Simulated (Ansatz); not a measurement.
# Phonons of MoSe₂ (P6_3/mmc)

```
CELL_PARAMETERS angstrom
3.24841 0.00000 0.00000
-1.62420 2.81320 0.00000
0.00000 0.00000 12.74193
ATOMIC_POSITIONS crystal
Mo 0.33333 0.66667 0.25000
Mo 0.66667 0.33333 0.75000
Se 0.33333 0.66667 0.61992
Se 0.66667 0.33333 0.11992
Se 0.33333 0.66667 0.88008
Se 0.66667 0.33333 0.38008
```

Level of theory, where no other is named: LDA, all-electron LAPW in Ansatz 0.2.0, scalar-relativistic. k mesh 6×6×2, fixed occupations, basis error target 1 meV/atom. The cell was relaxed by PAW under this functional.

Atoms are displaced by 0.01 Å in the primitive cell, which gives the zone-centre modes alone. Negative values stand for unstable modes. The zone centre has no LO-TO term.

Question: Is the structure dynamically stable at these wave vectors?

Answer: Yes, no mode is unstable there; wave vectors off this mesh aren't tested.

Question: How do the optical zone-centre modes decompose, and which are active?

Answer: Point group 6/mmm: Γ_opt = 2E2g + 2B1g + E2u + E1g + B2u + A1g + E1u + A2u.

```tsv
label	cm⁻¹	activity	mostly
E2g	28.6	Raman	Se (62 %)
B1g	44.5	silent	Se (62 %)
E2u	169.6	silent	Se (100 %)
E1g	171.3	Raman	Se (100 %)
B2u	243.7	silent	Se (100 %)
A1g	246.9	Raman	Se (100 %)
E2g	289.2	Raman	Mo (62 %)
E1u	289.3	IR	Mo (62 %)
A2u	353.1	IR	Mo (62 %)
B1g	356.7	silent	Mo (62 %)
```

Question: How well do frozen-core PAW files reproduce these all-electron values?

Answer: With a cutoff of 420 eV and displacements of 0.0025 Å, the r.m.s. difference over the modes is 0.2 cm⁻¹; the largest difference is 352.9 (PAW) against 353.1 cm⁻¹ (LAPW).

Question: The cell is scaled evenly to 114.112 and 118.770 Å³ (from 116.441), with free atoms relaxed and the shape held, so these aren't the values under hydrostatic pressure. What are the mode Grüneisen parameters γ = −d ln ω/d ln V?

Answer: For the highest mode, 358.9 cm⁻¹ in the small cell and 354.4 in the large one give γ ≈ 0.32. From the change of the dynamical matrix on each mode:

```
point   cm⁻¹     γ
Gamma   28.6  4.50
Gamma   44.5  5.68
Gamma  169.6  0.26
Gamma  171.3  0.36
Gamma  243.7  0.17
Gamma  246.9  0.35
Gamma  289.2  0.32
Gamma  289.3  0.33
Gamma  353.1  0.28
Gamma  356.7  0.31
```

Question: Linear response on PAW files adds the field. What are the dielectric tensor, the Born charges and the LO shift?

Answer: ε∞ = (16.76, 16.76, 8.81) along x, y, z with local fields. Born charges (xx, yy, zz): Mo1 (-1.87, -1.87, -1.17); Mo2 (-1.87, -1.87, -1.17); Se3 (0.94, 0.94, 0.58); Se4 (0.94, 0.94, 0.58); Se5 (0.94, 0.94, 0.58); Se6 (0.94, 0.94, 0.58). For q along x the macroscopic field gives longitudinal modes at 294.2 (from 289.1) cm⁻¹. For q along z the macroscopic field gives longitudinal modes at 356.0 (from 352.9) cm⁻¹. Without the field the optical modes lie at 28.6 (E2g), 44.5 (B1g), 169.4 (E2u), 171.2 (E1g), 243.7 (B2u), 246.8 (A1g), 289.0 (E2g), 289.1 (E1u), 352.9 (A2u), 356.5 (B1g) cm⁻¹. With the ions free to follow the field, the program's ε₀ is (17.35, 17.35, 8.96).

Known limits: no dispersion correction, so the spacing and stiffness between layers or molecules are poor; zone-boundary modes aren't tested; the frozen-core PAW files of the compared runs were fitted under PBE, their cores solved anew for this functional; field response not resolved by the mesh; semilocal gaps are low, and ε∞ tends to come out large.
